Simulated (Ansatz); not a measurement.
# SnO2: the cost of one run

Computed with Ansatz 0.2.0 (DFT PBE, scalar-relativistic, plane waves, PAW, unless a step's input says otherwise).

### Step 1. The starting structure

Symmetry: Fm-3m, No. 225, cubic system. The conventional cell has a = 5.143 Å, b = 5.143 Å, c = 5.143 Å, α = 90.00°, β = 90.00°, γ = 90.00°. Sn (site symmetry m-3m) is surrounded by 8 O at 2.23 Å. O (site symmetry -43m) is surrounded by 4 Sn at 2.23 Å.

Structure file:

```xyz
3
Lattice="-1.8168 1.8200 2.5717 1.8168 -1.8200 2.5717 1.8168 1.8200 -2.5717" Properties=species:S:1:pos:R:3 pbc="T T T"
Sn    0.0000    0.0000    2.5717
O     1.8168    0.0000    1.2856
O     0.0000    1.8200    1.2860
```

The cell was relaxed beforehand at this level, from a generated guess; it is a trial structure. At a tolerance of 0.05 Å it has space group Fm-3m (No. 225); it has 11.34 Å³/atom, an uncorrected energy of -1.36 eV/atom over the elements.

### Step 2. Electronic structure at the relaxed geometry

input.yaml

```yaml
crystal:
  lattice:
    - [-1.8168034284, 1.8199757306, 2.5716519009]
    - [1.8168034284, -1.8199757306, 2.5716519009]
    - [1.8168034284, 1.8199757306, -2.5716519009]
  atoms:
    - { symbol: Sn, position: [0.5, 0.5, 0.0] }
    - { symbol: O, position: [0.2499594463, 0.7499594463, 0.5] }
    - { symbol: O, position: [0.7500405537, 0.2500405537, 0.5] }
basis:
  ecutwfc: 420
kpoints:
  mp_grid: { grid: [18, 18, 18] }
  band_path:
    path:
      - [[0.0, 0.0, 0.0], [0.5, 0.5, -0.5], [0.37477613, 0.62522387, -0.37477613]]
      - [[-0.37477613, 0.37477613, 0.37477613], [0.0, 0.0, 0.0], [0.37521226, -0.37521226, 0.37521226]]
      - [[0.62478774, 0.37521226, -0.37521226], [0.5, 0.5, -0.5]]
      - [[0.0, 0.0, 0.0], [0.0, 0.5, 0.0], [0.25, 0.25, 0.25], [0.5, 0.0, 0.0], [0.0, 0.0, 0.0], [0.0, 0.0, 0.5], [0.25, 0.25, 0.25]]
    npoints: 14
hamiltonian:
  xc: pbe
scf:
  occupations: { method: gaussian, width: 0.1 }
  n_extra_bands: 7
output:
  forces: true
  stress: true
  eigenvalues: true
  populations: true
  dos: { projected: true, de: 0.02, nscf_kmesh: { grid: [22, 22, 22] } }
  bader: true
  write_density: true
  write_potential: true
  elf: true
  volumetric_format: npy
```

On the command line:

```sh
$ ansatz run input.yaml --threads 1 --pin off --max-ram 2560MiB --backend cpu --events-out ev --progress --plain --runs-dir out
```

Q: Estimate wall time and peak memory on 1 thread of Arm Neoverse V2, shared host.

About 70 s, with a peak of 0.93 GiB.
